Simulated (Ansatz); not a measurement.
# BaTiO3 (P1) in Ansatz: further runs

One crystal, BaTiO3, is run at these levels: PBE, PBEsol+U; tasks: single point, relaxation of cell and atoms.

All numbers are computed with Ansatz 0.2.0; they aren't measurements. Logs are shortened: lines on timing, memory, paths and dates and some standing lists are left out, and cuts for length are marked.

## 1. Starting point

The typed cell holds 10 atoms: a = 4.004 Å, b = 5.655 Å, c = 5.670 Å, α = 90.00°, β = 90.21°, γ = 90.00°.

## 2. Single point, PBE

File input.yaml:

```yaml
crystal:
  lattice:
    - [-2.82766816, -1.63255497, -2.31773161]
    - [2.82766816, -4.89766492, 0.0]
    - [-2.82766816, -1.63255497, 4.63546322]
  atoms:
    - { symbol: Ba, position: [0.01574546, 0.99510673, 0.97325899] }
    - { symbol: Ba, position: [0.98425454, 0.50489327, 0.52674101] }
    - { symbol: Ti, position: [0.50385971, 0.9895382, 0.503622] }
    - { symbol: Ti, position: [0.46814029, 0.5104618, 0.024378] }
    - { symbol: O, position: [0.53055, 0.23162339, 0.73315727] }
    - { symbol: O, position: [0.48625, 0.75827661, 0.23994273] }
    - { symbol: O, position: [0.47921711, 0.75734423, 0.73348461] }
    - { symbol: O, position: [0.53758289, 0.25275577, 0.23961539] }
    - { symbol: O, position: [0.99088784, 0.02893112, 0.47950327] }
    - { symbol: O, position: [0.04611216, 0.47106888, 0.00369673] }
hamiltonian:
  xc: pbe
  pseudopotentials: { kind: paw }
kpoints:
  mp_grid: { grid: [7, 5, 5] }
scf:
  occupations: { method: fermi_dirac, width: 0.05 }
basis:
  ecutwfc: "500 eV"
output:
  forces: true
  stress: true
  eigenvalues: true
```

Potentials or basis: Ansatz PAW.

Command:

```bash
$ ansatz run input.yaml --threads 4 --pin off --max-ram 11264MiB --backend cpu --events-out ev --progress --plain --runs-dir out
```

Output:

```text
Warning: RAYON_NUM_THREADS=4 ignored (pool sized by the plan → 4); use --threads N
Engine: ansatz 0.2.0, aarch64-unknown-linux-gnu
Pseudopotentials: kind: paw
Pseudopotential: Ba, paw, valence charge 10, recommended cutoff 420 eV (normal), Ba.paw.azcp
Pseudopotential: Ti, paw, valence charge 12, recommended cutoff 420 eV (normal), Ti.paw.azcp
Pseudopotential: O, paw, valence charge 6, recommended cutoff 420 eV (normal), O.paw.azcp
Functional definition: PBE
  parameter kappa = 0.804
  parameter beta = 0.06672455060314922
  exchange = pbe_x(kappa = kappa, mu = beta*pi^2/3)
  correlation = pbe_c(beta = beta)
Crystal: 10 atoms, lattice volume = 128.393 Å³
Basis set: ecut = 500 eV, 3275 PW (Γ), exchange–correlation on 60×90×90 points (8 copies of the dense FFT grid, shifted against one another)
Bands: 50, of which v1, the nominal top of the filled ones, is band 40 counted from 1 (39 counted from 0)
Symmetry: 1 space group operations
Space group: P1 (ITA 1), of the structure as read, at distance tolerance 5.0e-5 Å
k-points: 88 of 175 (time reversal used)
Non-local potential: Ba, projectors of the file, l = 0: 3, l = 1: 2, l = 2: 2, l = 3: 2
Non-local potential: Ti, projectors of the file, l = 0: 3, l = 1: 2, l = 2: 3, l = 3: 1
Non-local potential: O, projectors of the file, l = 0: 2, l = 1: 2, l = 2: 1
PAW form: soft (Blöchl's): semilocal exchange-correlation on the pseudo side does not see the compensation charge
PAW one-centre angular grid: Ba, 194 points (default); XC on 64 Gauss nodes
PAW one-centre angular grid: Ti, 590 points (default); XC on 64 Gauss nodes
PAW one-centre angular grid: O, 110 points (default); XC on 64 Gauss nodes
Initial density: superposition of atomic densities (neutral atoms: chi_scale 0, normalization atom), corrected by the library's trained network
Initial wavefunctions: pseudopotential atomic-orbital guess
Functional: x = pbe(κ = 0.804, μ = 0.2195149727645171), c = pbe(β = 0.06672455060314922)
SCF iter   1: F=—  HF=-20318.257639 eV  |F-HF|=—  |Δ(HF+E_count)|=         —  Δρ=2.08e-3  dr2=3.66e-3  ethr=1.77e-3  ⟨swp⟩=7.4  Hψ=19588  notcnv=0  defer=3
preconditioner: auto → Resta (q_TF=auto, 2.521 Å⁻¹)  ε∞=5.6  [insulator: Δε(μ)=2.289 eV  Ē_g=12.197 eV  σ=0.050 eV  W_gap=1.00  n_scr=38 (ndim 8)  ℏωp=26.2 eV  f_vac=0.000  D(μ)=0.00/eV (n_scr^D=0)  ε∞_Penn≈5.6]
SCF iter   2: F=—  HF=-20318.256997 eV  |F-HF|=—  |Δ(HF+E_count)|=   6.42e-4  Δρ=9.79e-4  dr2=6.86e-4  ethr=4.58e-6  ⟨swp⟩=2.0  Hψ=6841  notcnv=0  defer=14
SCF iter   3: F=—  HF=-20318.257360 eV  |F-HF|=—  |Δ(HF+E_count)|=   3.62e-4  Δρ=2.92e-4  dr2=9.00e-5  ethr=8.57e-7  ⟨swp⟩=2.9  Hψ=8001  notcnv=0  defer=1
automatic band count: iteration 3 solves 48 bands in place of 50: the levels show a gap, and the empty bands left out lie too high to hold charge; the band table lists the bands solved (type scf.n_extra_bands for more)
SCF iter   4: F=—  HF=-20318.257444 eV  |F-HF|=—  |Δ(HF+E_count)|=   8.40e-5  Δρ=6.84e-5  dr2=7.99e-6  ethr=1.12e-7  ⟨swp⟩=2.2  Hψ=6477  notcnv=0  defer=1
SCF iter   5: F=—  HF=-20318.257445 eV  |F-HF|=—  |Δ(HF+E_count)|=   1.10e-6  Δρ=2.44e-5  dr2=6.97e-7  ethr=9.98e-9  ⟨swp⟩=2.0  Hψ=6183  notcnv=0  defer=1
SCF iter   6: F=-20318.257445 eV  HF=-20318.257445 eV  |F-HF|=3.84e-9  |Δ(HF+E_count)|=   2.14e-7  Δρ=5.21e-6  dr2=2.94e-8  ethr=1.25e-10  ⟨swp⟩=9.0  Hψ=18327  notcnv=0
SCF 1 converged in 6 iterations: F = -20318.257445 eV  dr2 = 2.94e-8
SCF converged after 6 iterations
Free energy (F): -20318.257445 eV
Harris-Foulkes:  -20318.257445 eV  (|F-HF|=3.84e-9)
Internal energy: -20318.257445 eV  (E = F + TS)
E sigma→0 (E₀):  -20318.257445 eV
Fermi energy:    11.662931 eV
--- Per-component energies (eV) ---
  E_band       = -277.708330
  E_kinetic    = 1947.085180
  E_local      = -4284.500582  (includes V_loc(G=0)·N_el)
  E_nonlocal   = 409.909720
  E_hartree    = 1682.341488
  E_xc         = -984.168853
  E_vxc        = -1093.937987  (∫ρ·V_xc dr)
  E_paw        = -13491.286608  (= ΣΔE_a)
  E_vpaw       = -620.956838  (= ΣTr[D̂ρ^β])
  E_aug_tail   = 0.006224  (compensation charges beyond the density's cutoff)
  E_ewald      = -5597.644013
  E_smearing   = -0.000000  (= −TS)
  E_closure    = -0.000000  (closes the sum)
  Σ components = -20318.257445   (vs F -20318.257445, Δ=0.00e0)
--- Forces (eV/Å), atoms counted from 1 ---
  atom   1  Ba     0.22755586    -0.89073956     1.20393148
  atom   2  Ba    -0.02822563     1.01067754    -0.92595249
  atom   3  Ti     1.57289772    -2.11290383    -0.69079078
  atom   4  Ti    -3.02719912     0.71837479    -0.86007938
  atom   5  O      0.68324987    -0.51423117     0.82704617
  atom   6  O     -0.41374228     0.31943131    -0.44476802
  atom   7  O     -1.37575540     0.54843501     0.21601903
  atom   8  O      1.28675891    -0.32038508    -0.14976208
  atom   9  O     -1.32469289     0.84465279    -0.24867194
  atom  10  O      2.39916628     0.39669325     1.07295633
  max |Σ_I F_I| component: 7.17e-5 eV/Å
--- Stress (GPa, compression-positive) ---
        9.240292       1.391739       2.009788
        1.391739       7.709774      -0.375048
        2.009789      -0.375049       8.569243
  P = ⅓ Tr σ = 8.5064 GPa (85.064 kbar)
--- Band table (eV; the first three rows and the last of 88) ---
  k-point 0: bands = ["-45.8518", "-45.8298", "-22.3499", "-22.1910", "-22.1788", "-22.1191", "-22.0741", "-22.0559", "-14.4492", "-14.2035", "-6.6858", "-6.4508", "-6.2608", "-5.8877", "-5.4589", "-5.2600", "0.2343", "0.2623", "0.3820", "0.4292", "0.5059", "0.7830", "6.0820", "6.2682", "6.5511", "7.2694", "7.3484", "7.9786", "8.1103", "8.1481", "8.3613", "8.6149", "8.6933", "9.1621", "9.2843", "9.4326", "9.9409", "10.0988", "10.2120", "10.4069", "12.7534", "12.9361", "13.0129", "14.2690", "14.4083", "14.6011", "14.9134", "14.9956"]
  k-point 1: bands = ["-45.8518", "-45.8298", "-22.3499", "-22.1898", "-22.1755", "-22.1227", "-22.0741", "-22.0576", "-14.4314", "-14.2148", "-6.7072", "-6.4836", "-6.2685", "-5.8987", "-5.4594", "-5.2391", "0.2292", "0.3342", "0.4034", "0.4322", "0.6176", "0.7515", "6.2415", "6.4570", "6.6685", "7.3273", "7.4103", "7.8187", "7.9736", "8.0677", "8.2738", "8.3715", "8.7075", "8.8950", "9.2504", "9.4566", "9.7521", "9.9571", "10.1117", "10.2711", "12.9501", "13.0394", "13.1479", "14.1468", "14.3329", "14.4781", "15.0910", "15.2290"]
  k-point 2: bands = ["-45.8518", "-45.8298", "-22.3498", "-22.1876", "-22.1688", "-22.1300", "-22.0740", "-22.0603", "-14.3970", "-14.2387", "-6.7515", "-6.5246", "-6.2796", "-5.9126", "-5.4547", "-5.2187", "0.2378", "0.3876", "0.4473", "0.5013", "0.6858", "0.7996", "6.5785", "6.8512", "7.0515", "7.2834", "7.4717", "7.6043", "7.7553", "7.8665", "7.9368", "8.1477", "8.3740", "8.6848", "9.2696", "9.3848", "9.5049", "9.7792", "9.9731", "10.0466", "13.2316", "13.3648", "13.5087", "13.8568", "14.0642", "14.1593", "15.3058", "15.6117"]
  k-point 87: bands = ["-45.8510", "-45.8289", "-22.3965", "-22.1890", "-22.1663", "-22.1294", "-22.1198", "-22.0539", "-14.3132", "-14.1563", "-6.7603", "-6.2214", "-6.1525", "-5.6509", "-5.3833", "-5.2202", "-0.1998", "-0.1047", "-0.0004", "0.5495", "0.6306", "0.7102", "6.0528", "6.3786", "6.7662", "6.8918", "6.9674", "7.2433", "7.5192", "7.6581", "7.8807", "8.0007", "8.1821", "8.7177", "9.0550", "9.2995", "9.4634", "10.0645", "10.1332", "10.4643", "13.2765", "14.0494", "14.0821", "14.5338", "14.5915", "14.7165", "15.2504", "16.5282"]
```

Wall time 16 s (4 threads of Arm Neoverse V2, shared host); peak memory 0.81 GiB.

Results:

| Item | Value |
| --- | --- |
| Free energy | -20318.2574 eV |
| Pressure | 8.5 GPa |
| Largest force | 3.228 eV/Å |
| Band gap on the k mesh | 2.28 eV, indirect (least direct gap 2.35 eV) |

Forces in eV/Å, atoms in the order of the input:
```
Ba   0.228 -0.891  1.204
Ba  -0.028  1.011 -0.926
Ti   1.573 -2.113 -0.691
Ti  -3.027  0.718 -0.860
O    0.683 -0.514  0.827
O   -0.414  0.319 -0.445
O   -1.376  0.548  0.216
O    1.287 -0.320 -0.150
O   -1.325  0.845 -0.249
O    2.399  0.397  1.073
```

Caveat: odd divisions of the mesh miss points on the zone boundary, where band edges often lie, so the gap on the mesh can be too wide; spin-orbit coupling is left out, which moves the levels of the heavy elements; forces of over 1 eV/Å show positions far from the minimum, so gaps and moduli don't describe the material at rest.

## 3. Relaxation of cell and atoms, PBEsol+U

Edit input.yaml of step 2 so:

```diff
@@ -17,4 +17,5 @@
 hamiltonian:
-  xc: pbe
+  xc: pbesol
   pseudopotentials: { kind: paw }
+  hubbard: { sites: [{ species: Ti, l: d, u_eff: 1.0 }] }
 kpoints:
@@ -23,4 +24,2 @@
   occupations: { method: fermi_dirac, width: 0.05 }
-basis:
-  ecutwfc: "500 eV"
 output:
@@ -29 +28,5 @@
   eigenvalues: true
+relax:
+  f_tol: 0.01
+  max_steps: 40
+  cell: { stress_tol: 0.05 }
```

Potentials or basis: Ansatz PAW.

Command:

```bash
$ ansatz run input.yaml --threads 4 --pin off --max-ram 11264MiB --backend cpu --events-out ev --progress --plain --runs-dir out
```

Wall time 3.3 min (4 threads of Arm Neoverse V2, shared host); peak memory 1 GiB.

Results (log left out):

```
Free energy                            : -20053.1679 eV
Relaxed volume                         : 12.68 Å³/atom
Relaxed cell                           : a = 3.987 Å, b = 5.634 Å, c = 5.645 Å, α = 90.00°, β = 90.15°, γ = 90.00°
Space group after relaxing (to 0.05 Å) : R3m (No. 160)
Energy gained by relaxing              : 95.0 meV/atom
Ionic steps                            : 9
Pressure after relaxing                : 0.0 GPa
Band gap on the k mesh                 : 2.32 eV, indirect (least direct gap 2.37 eV)
```

The path:
```tsv
step	energy change (eV)	largest force (eV/Å)	volume (Å³)
1	0.0000	3.2019	128.39
2	-0.6478	1.8030	129.03
3	-0.9476	0.1223	126.64
4	-0.9541	0.0749	126.70
5	-0.9553	0.0194	126.90
6	-0.9555	0.0009	126.89
7	-0.9503	0.0009	126.89
8	-0.9506	0.0006	126.82
9	-0.9503	0.0006	126.82
```

Final structure:
```yaml
crystal:
  lattice:
    - [-2.81660, -1.62616, -2.30628]
    - [2.81715, -4.87954, 0.00008]
    - [-2.81726, -1.62666, 4.61371]
  atoms:
    - { symbol: Ba, position: [0.99872, 0.00001, 0.00136] }
    - { symbol: Ba, position: [0.99872, 0.50001, 0.50136] }
    - { symbol: Ti, position: [0.48895, 0.00002, 0.51125] }
    - { symbol: Ti, position: [0.48896, 0.50002, 0.01125] }
    - { symbol: O, position: [0.50934, 0.24715, 0.73775] }
    - { symbol: O, position: [0.50934, 0.74714, 0.23776] }
    - { symbol: O, position: [0.50935, 0.75284, 0.73776] }
    - { symbol: O, position: [0.50935, 0.25283, 0.23776] }
    - { symbol: O, position: [0.01493, 0.00000, 0.49057] }
    - { symbol: O, position: [0.01494, 0.49999, 0.99057] }
```

Levels at points of the mesh, in eV from the valence-band top:
```csv
k point,band 38,band 39,band 40,band 41,band 42,band 43
"(0.00, 0.00, 0.00)",-0.27,-0.27,-0.04,2.32,2.32,2.45
```

Eigenvalues of the final occupation matrices:
```
  site  spin  trace               eigenvalues
site 1     1   1.18  0.20 0.20 0.20 0.29 0.29
site 2     1   1.18  0.20 0.20 0.20 0.29 0.29
```

Caveat: odd divisions of the mesh miss points on the zone boundary, where band edges often lie, so the gap on the mesh can be too wide; the plane-wave basis is chosen anew once the cell has moved, so the energies of steps on either side of that aren't comparable; the pressure holds a Pulay correction of +0.6 GPa for the finite cutoff; spin-orbit coupling is left out, which moves the levels of the heavy elements; the PAW data sets come from PBE, with cores solved anew for the run's functional, which leaves a small shift of forces and pressure.
